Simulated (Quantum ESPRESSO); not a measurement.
Runs of Quantum ESPRESSO 7.5 on TaS2. The cell holds a slab with vacuum, 6 atoms: a = 3.282 Å, b = 3.282 Å, c = 30.588 Å, α = 90.00°, β = 90.00°, γ = 60.22°. 

```tsv
potentials or basis	k mesh	cutoff (eV)	smearing	mesh quality	gap on the mesh (eV)	largest force (eV/Å)	work function (eV)
PseudoDojo 0.4.1 SR PBE standard	9 × 9 × 1	789	gaussian 0.025 eV	not flagged	none	3.92	5.92
PseudoDojo 0.5 SR PBE stringent	4 × 4 × 1	1796	fermi-dirac 0.05 eV	coarse	none	3.78	5.82
GBRV 1.5 PBE	4 × 4 × 1	762	fermi-dirac 0.05 eV	coarse	none	3.78	5.82
PseudoDojo 0.4.1 SR PBE standard	9 × 9 × 1	789	gaussian 0.01 eV	not flagged	none	(a)	5.92
PseudoDojo 0.4.1 SR PBE standard	9 × 9 × 1	789	gaussian 0.05 eV	not flagged	none	3.90	5.91
```

Alike in all rows: task work function; level PBE; no spin polarisation; cell as given.

Task: Estimate the missing entries.

Result: (a) 3.93.

Caveats: some runs use coarse meshes.

A k mesh can miss the band edges, and the runs leave out spin-orbit coupling on Ta.

A gap of «none» marks a metal or a gap under the smearing width.

The runs don't all hold the same shells in valence.
